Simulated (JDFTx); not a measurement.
ZrC: equation of state with PBEsol

The system is ZrC.

```
Zr C
1.0
     0.00000    2.36500    2.36500
     2.36500    0.00000    2.36500
     2.36500    2.36500    0.00000
Zr C
1 1
Direct
  0.50000 0.50000 0.50000
  0.00000 0.00000 0.00000
```

| Property | Result |
| --- | --- |
| Program | JDFTx 1.7.0 (patched build) |
| Task | equation of state |
| Functional | PBEsol |
| Potentials or basis | PseudoDojo-SR-PBEsol-0.4.1-standard with smoothed tails |
| Cutoff | 1116 eV |
| Density cutoff | 8925 eV |
| k mesh | 10 × 10 × 10 |
| Occupations | fermi-dirac, width 0.05 eV |
| Spin | no spin polarisation |
| Local potential set to -Z/r beyond | 6 bohr |
| Bands | 14 |
| Density cutoff over wavefunction cutoff | 8 |
| Max SCF steps | 100 |
| SCF threshold on the energy | 1e-09 Ha |
| Solver of the electrons | scf |

| Property | Result |
| --- | --- |
| Equilibrium volume | 12.74 Å³/atom |
| Bulk modulus | 236 GPa |
| Pressure derivative of the bulk modulus | 4.1 |

Energy against volume, from the lowest point:
| volume (Å³/atom) | energy (meV/atom) |
| --- | --- |
| 12.434 | 5.45 |
| 12.699 | 0.00 |
| 12.963 | 2.76 |
| 13.228 | 12.91 |
| 13.493 | 29.72 |
| 13.757 | 52.53 |
| 14.022 | 80.74 |
